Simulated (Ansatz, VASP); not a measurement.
**One calculation of Ba, two programs**

Contents of INCAR:

```
PREC = Accurate
ENCUT = 520
EDIFF = 1E-7
ISMEAR = 0
SIGMA = 0.15
LREAL = F
LASPH = T
NELM = 60
ALGO = Normal
ISIF = 2
LWAVE = F
LCHARG = F
NBANDS = 11
```

File KPOINTS:

```
regular mesh
0
Gamma
  14 14 14
```

File POSCAR:

```
Ba
1.0
   -2.3000000000      2.3000000000      2.4000000000
    2.3000000000     -2.3000000000      2.4000000000
    2.3000000000      2.3000000000     -2.4000000000
Ba
1
Direct
    0.0000000000      0.0000000000      0.0000000000
```

Input for Ansatz:

```yaml
crystal:
  lattice:
    - [-2.3, 2.3, 2.4]
    - [2.3, -2.3, 2.4]
    - [2.3, 2.3, -2.4]
  atoms:
    - { symbol: Ba, position: [0.0, 0.0, 0.0] }
basis:
  ecutwfc: 420
kpoints:
  mp_grid: { grid: [14, 14, 14] }
hamiltonian:
  xc: lda
scf:
  occupations: { method: gaussian, width: 0.15 }
output:
  forces: true
  stress: true
  eigenvalues: true
```

Change from the starting cell: strain -0.080 along x and y, -0.040 along z, atoms carried along.

Alike in both runs: task single point; functional LDA; k mesh 14 × 14 × 14; occupations gaussian, width 0.15 eV; no spin polarisation.

|  | VASP | Ansatz |
| --- | --- | --- |
| version | VASP 6.6.1 | Ansatz 0.2.0 |
| potentials or method | VASP PAW LDA potentials, release 64 (Ba_sv) | scalar-relativistic, plane waves, PAW |
| plane-wave cutoff (eV) | 520 | 420 |
| valence electrons in the cell | 10 | 10 |

```csv
,VASP,Ansatz,Ansatz less VASP
gap on the k mesh at the Fermi level (eV),none,none,-
pressure (GPa),0.8,0.6,-0.14
largest component of the traceless stress (GPa),0.16,0.15,-0.006
```

A gap of «none» marks a metal or a gap that the smearing closes.

Spin-orbit coupling is left out, which matters for the levels of Ba.
